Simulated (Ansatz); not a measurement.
# Al₂Cu: zone-centre modes

These are results of DFT PBE, scalar-relativistic, plane waves, PAW in Ansatz, not measurements. Plane waves to 420 eV; Γ-centred k mesh 16×16×8; Fermi-Dirac smearing of 0.15 eV. No spin polarisation. Phonons by linear response, acoustic sum rule imposed.

Equilibrium structure at this level:
```yaml
crystal:
  lattice:
    - [2.80145, 0.00000, -0.03650]
    - [0.00000, 2.83656, 0.00000]
    - [-1.35912, 0.00000, 5.76400]
  atoms:
    - { symbol: Al, position: [0.64706, 0.50000, 0.29132] }
    - { symbol: Al, position: [0.35294, 0.50000, 0.70868] }
    - { symbol: Cu, position: [0.00000, 0.00000, 0.00000] }
```

It was reached by relaxing an invented guess, and it needn't be the stable form of this composition. In a metal, frequencies depend on the k mesh and the smearing, soft modes most.

Optical modes at Γ:
```json
{"frequency (meV)": "16.4", "degeneracy": "1"}
{"frequency (meV)": "21.9", "degeneracy": "1"}
{"frequency (meV)": "22.8", "degeneracy": "1"}
{"frequency (meV)": "23.4", "degeneracy": "1"}
{"frequency (meV)": "28.2", "degeneracy": "1"}
{"frequency (meV)": "39.3", "degeneracy": "1"}
```

All 6 optical modes at Γ are real: no displacement of atoms at fixed cell lowers the energy to second order. Strains and modes at other wave vectors aren't tested by this run.
